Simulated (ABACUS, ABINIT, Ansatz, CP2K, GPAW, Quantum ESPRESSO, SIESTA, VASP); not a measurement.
Te: programs and potentials compared

```
Te
1.0
     4.45400    0.00000    0.00000
    -2.22700    3.85728    0.00000
     0.00000    0.00000    5.92400
Te
3
Direct
  0.73100 0.73100 0.00000
  0.00000 0.26900 0.66667
  0.26900 0.00000 0.33333
```

Alike in all runs: task single point; functional PBEsol; k mesh 7 × 7 × 5; occupations fermi-dirac, width 0.05 eV; no spin polarisation; no spin-orbit coupling. Pressure is positive in compression and, in plane waves, holds the error of the finite cutoff.

```
                                                                                      program and potentials  plane-wave cutoff (eV)                                                                          notes  pressure (GPa)  largest force (eV/Å)
SIESTA, files PseudoDojo sr-pbesol-0.4.1-standard, DZP (energy shift 0.003 Ry; two zetas on semicore shells)                       -                          atomic basis; 16 valence electrons an atom on average            0.39                 0.582
                                                CP2K, POTENTIAL_UZH Te GTH-PBE-q6; TZVP-MOLOPT-PBE-GTH basis                       -  atomic basis; potentials made for PBE; 6 valence electrons an atom on average            0.74                 0.457
                                                 ABACUS, PseudoDojo NC SR 0.4.1 PBEsol standard, plane waves                    1129                                        16 valence electrons an atom on average           -0.82                 0.152
                                                              Ansatz, all-electron LAPW, scalar-relativistic                       -                                                                              -           -0.94                 0.100
                                                                           Quantum ESPRESSO, GBRV 1.5 PBEsol                     612                                         6 valence electrons an atom on average           -0.97                 0.196
                                                             ABINIT, PseudoDojo NC SR PBEsol v0.4.1 standard                    1088                                        16 valence electrons an atom on average           -0.82                 0.153
                                                                              VASP, PBE PAW files Te, 520 eV                     520                potentials made for PBE; 6 valence electrons an atom on average           -0.87                 0.126
                                                           GPAW, PAW data sets generated for this functional                     600                                         6 valence electrons an atom on average           -1.33                 0.066
```

Force on atom 3 (Te), eV/Å:

| program and potentials | x | y | z |
| --- | --- | --- | --- |
| SIESTA, files PseudoDojo sr-pbesol-0.4.1-standard, DZP (energy shift 0.003 Ry; two zetas on semicore shells) | 0.582 | 0.000 | 0.000 |
| CP2K, POTENTIAL_UZH Te GTH-PBE-q6; TZVP-MOLOPT-PBE-GTH basis | 0.457 | 0.000 | 0.000 |
| ABACUS, PseudoDojo NC SR 0.4.1 PBEsol standard, plane waves | 0.152 | 0.000 | 0.000 |
| Ansatz, all-electron LAPW, scalar-relativistic | 0.100 | 0.000 | 0.000 |
| Quantum ESPRESSO, GBRV 1.5 PBEsol | 0.196 | 0.000 | 0.000 |
| ABINIT, PseudoDojo NC SR PBEsol v0.4.1 standard | 0.153 | 0.000 | 0.000 |
| VASP, PBE PAW files Te, 520 eV | 0.126 | 0.000 | 0.000 |
| GPAW, PAW data sets generated for this functional | 0.066 | 0.000 | 0.000 |

The pressure spans -1.33 (GPAW, PAW data sets generated for this functional) to 0.74 GPa (CP2K, POTENTIAL_UZH Te GTH-PBE-q6; TZVP-MOLOPT-PBE-GTH basis), with all-electron results at -0.94. Rows in atomic bases carry the error of their basis and grid, which can be large.

The functional is the same throughout but for its coding, so the spread measures potentials, basis and numerics; runs on potential files found faulty are left out.
